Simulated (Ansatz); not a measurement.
**SnO: substituted relatives**

What happens to the structure of SnO under Sn → Zr? Each swap replaces an element on all its sites; cell and atoms are relaxed again.

Program: Ansatz 0.2.0. Level of theory: DFT PBEsol, scalar-relativistic, plane waves, PAW. These are calculated values, not measurements.

3 further runs of the same task are left out: 3 set aside as unsound or not needed.

## 1. The starting structure

Symmetry: P4/nmm, No. 129, tetragonal system. Conventional cell: a = 3.805 Å, b = 3.805 Å, c = 4.753 Å, α = 90.00°, β = 90.00°, γ = 90.00°. Sn (site symmetry 4mm) has 4 O at 2.22 Å as nearest neighbours. O (site symmetry -4m2) has 4 Sn at 2.22 Å as nearest neighbours.

As a file:

```xyz
4
Lattice="3.8053 0.0000 0.0000 0.0000 3.8053 0.0000 0.0000 0.0000 4.7534" Properties=species:S:1:pos:R:3 pbc="T T T"
Sn    0.0000    1.9026    1.1522
Sn    1.9026    0.0000    3.6012
O     1.9026    1.9026    0.0000
O     0.0000    0.0000    0.0000
```

It goes back to an entry of the Materials Project, which need not be the stable form.

It is the result of an earlier relaxation at this level (volume 17.21 Å³/atom; gap on the mesh: none (metal)).

## 2. Swap Sn → Zr

The start of ZrO: fractional positions of relaxed SnO, cell scaled by 1.111, a guess from tabulated radii.

## 3. Quick check of gap, pressure and forces (ZrO)

Contents of input.yaml:

```yaml
crystal:
  lattice:
    - [4.229319173, 0.0, 0.0]
    - [0.0, 4.229319173, 0.0]
    - [0.0, 0.0, 5.283108072]
  atoms:
    - { symbol: Zr, position: [0.0, 0.5, 0.2423994222] }
    - { symbol: Zr, position: [0.5, 0.0, 0.7576005778] }
    - { symbol: O, position: [0.5, 0.5, 0.0] }
    - { symbol: O, position: [0.0, 0.0, 0.0] }
basis:
  ecutwfc: 420
kpoints:
  mp_grid: { grid: [4, 4, 4] }
hamiltonian:
  xc: pbesol
scf:
  occupations: { method: gaussian, width: 0.1 }
output:
  forces: true
  stress: true
  eigenvalues: true
```

Started as:

```bash
$ ansatz run input.yaml --threads 1 --pin off --max-ram 2560MiB --backend cpu --events-out ev --progress --plain --runs-dir out
```

The session goes on with these runs: rough relaxation on the coarse mesh (ZrO); the relaxation (ZrO).

Before running it: what results should come out? Wanted: Sn → Zr.

The runs gave:

```
     quantity                                                value
Sn → Zr (ZrO)  15.54 Å³/atom, gap none (metal), ΔH_f -2.47 eV/atom
```

In words: The volume per atom moves by -9.7 % with Sn → Zr. Both are metals at this level. ZrO has the lowest formation energy in this structure (-2.47 eV/atom). A negative value alone does not show stability: other structures and competing compounds were not computed.
